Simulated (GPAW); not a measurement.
**free-standing square Cr monolayer, spacing 3.072 A: one coupling from two orders, and a test**

Aim: get Heisenberg couplings of free-standing square Cr monolayer, spacing 3.072 A from the energies of collinear orders, with pencil and paper, and test them on an order left out of the fit.

Calculated with GPAW 26.7.0; revPBE; plane waves with GPAW's PAW setups, scalar-relativistic.

**1. Starting point**

The cell holds 1 atom: 1 Cr. Its edges and angles: a = 3.072 Å, b = 3.072 Å, c = 14.000 Å, α = 90.0°, β = 90.0°, γ = 90.0°. model lattice. Vacuum lies along c.

**2. The parallel order**

All energies count from this run.

The input, order1.py:

```python
import json
import numpy as np
from ase import Atoms
from ase.parallel import paropen, parprint
from gpaw import GPAW

atoms = Atoms(['Cr'],
    cell=[[3.072, 0.0, 0.0],
         [0.0, 3.072, 0.0],
         [0.0, 0.0, 14.0]],
    scaled_positions=[[0.0, 0.0, 0.5]],
    pbc=True,
    magmoms=[2.5])
atoms.calc = GPAW(mode={'name': 'pw', 'ecut': 550},
    xc='revPBE',
    kpts={'size': (10, 10, 1), 'gamma': True},
    occupations={'name': 'fermi-dirac', 'width': 0.05},
    convergence={'density': 1e-05, 'energy': 1e-05},
    maxiter=200,
    symmetry={'tolerance': 1e-4},
    txt='order1.txt')
e = atoms.get_potential_energy(force_consistent=True)
res = {'free_energy': e, 'energy_sigma0': atoms.get_potential_energy(), 'fermi_energy': atoms.calc.get_fermi_level()}
res['moments'] = atoms.get_magnetic_moments().tolist()
res['total'] = atoms.get_magnetic_moment()
parprint('site moments (muB):', np.round(res['moments'], 3))
parprint(f"total moment: {res['total']:.3f} muB")
parprint(f'free energy: {e:.6f} eV')
atoms.calc.write('order1.gpw')
with paropen('results.json', 'w') as f:
    json.dump(res, f)
```

Launch:

```console
$ OMP_NUM_THREADS=1 python3 order1.py > order1.log
```

What it wrote:

```text
site moments (muB): [3.934]
total moment: 5.091 muB
free energy: -6.542548 eV

--- order1.txt ---
Input parameters:
  mode=PW(ecut=550),
  convergence={'density': 1e-05, 'energy': 1e-05},
  kpts=MonkhorstPack(size=(10, 10, 1), gamma=True),
  maxiter=200,
  occupations=Occupations(name='fermi-dirac', width=0.05),
  symmetry=Symmetry(tolerance=0.0001),
  xc=XC(name='revPBE')

Diagonalizing LCAO Hamiltonian
[...]
|          3 |        -2.601 |     0.999 |        -0.080 |     0.000 |
|          4 |        -2.601 |     0.999 |         1.429 |     0.000 |
|          5 |        -2.371 |     0.891 |         1.431 |     0.000 |
|          6 |        -1.892 |     0.001 |         1.431 |     0.000 |
|          7 |         1.006 |     0.000 |         1.706 |     0.000 |
|          8 |         2.051 |     0.000 |         2.487 |     0.000 |

No gap
No difference between direct/indirect transitions


[key lines of the parts left out:]
Free energy:      -6.542548
Converged in 15 steps
dipole moment: (-7.227250, -7.227250, 0.000076)  # |e|*Ang
Fermi level: -2.266
```

It took 36 s on 1 MPI rank of Intel Xeon Platinum 8259CL at 2.50GHz (Skylake/Cascade Lake), shared host; peak memory 0.22 GiB.

Spin moment in the augmentation sphere by atom:

```
atom  spin moment in the augmentation sphere (μB)
 Cr1                                         3.93
```

Numbers from this step:

```yaml
magnetization: 5.091 μB
final_state: ferromagnetic
```

After 15 cycles the largest moment stands at 3.93 μB.

**3. The orders used for the fit**

The other orders were run with the same settings, on meshes that hold the same points. Free energies (smearing 0.05 eV, its entropy term included) are divided by the number of Cr atoms; q is in fractions of the reciprocal vectors of the first run's cell.

```
              order  atoms     mesh  free energy (eV)  eV per Cr  largest moment (μB)
                F +      1  10×10×1           -6.5425    -6.5425                 3.93
AF q=(1/2,1/2,0) +-      2   5×10×1          -13.5987    -6.7994                 3.81
```

**4. Counting neighbours**

With E = −Σ J e_i·e_j over ordered pairs of unit vectors, turning a neighbour from parallel to opposed costs 2J a Cr atom. So an order lies 2 Σ n J over the parallel one, n being the opposed neighbours in each shell.

```
shell  distance (Å)  neighbours  opposed in AF q=(1/2,1/2,0) +-  opposed in AF q=(0,1/2,0) +-
   J1          3.07           4                               4                             2
   J2          4.34           4                               0                             4
```

Only J1 is kept.

**5. Solving**

```
2 × 4 × J1 = -256.81 meV    (AF q=(1/2,1/2,0) +-)
J1 = -32.10 meV
```

**6. The test**

The couplings now give the orders that were left out:

```
2 × 2 × (-32.10) = -128.40 meV    (AF q=(0,1/2,0) +-)
```

The runs themselves:

```
            order  atoms    mesh  free energy (eV)  eV per Cr  largest moment (μB)  over the parallel order (meV)  foretold (meV)
AF q=(0,1/2,0) +-      2  10×5×1          -13.5085    -6.7543                 3.89                        -211.73         -128.40
```

**7. One more shell**

The miss asks for the next shell, which takes one more order into the fit and leaves none for a test.

```
2 × 4 × J1 = -256.81 meV    (AF q=(1/2,1/2,0) +-)
2 × 2 × J1 + 2 × 4 × J2 = -211.73 meV    (AF q=(0,1/2,0) +-)
J1 = -32.10 meV
J2 = -10.42 meV
```

**8. Summary of results**

| Property | Result |
| --- | --- |
| J1 (Cr–Cr at 3.07 Å) | -32.1 meV |
| largest miss on the orders left out | 83 meV |
| J1 with 2 shells | -32.1 meV |
| J2 with 2 shells | -10.4 meV |

The model misses the order left out by 83 meV, 32 % of the span of the orders, so it fails: these couplings alone don't describe the crystal. With the next shell added the couplings are J1 = -32.10 and J2 = -10.42 meV, untested. The first dropped shell that the test feels is J2 at 4.34 Å. The site moments spread by 3.1 % over the orders. In a metal couplings reach far, and the mesh was not tested. The couplings are effective ones: further shells with opposed neighbours are folded into them or show in the miss. No mean-field temperature is given: it needs a model that holds, an unfrustrated order and couplings in all three dimensions.

[Logs and program files are shortened in this print: banners, set-up blocks, solver, clock and traceback lines can be left out without a mark of their own.]

[Logs are printed without paths, hosts, clocks, repeated set-up lines and the standing remarks that a program may print on its own settings, such as how far it seeks lower states.]

[Hosts, paths, dates, database ids (printed as entryN), source tags and the programs' standing remarks are cut or masked in the printed files.]

[Where a cell is said to come from a database of computed structures, the database is the Materials Project.]
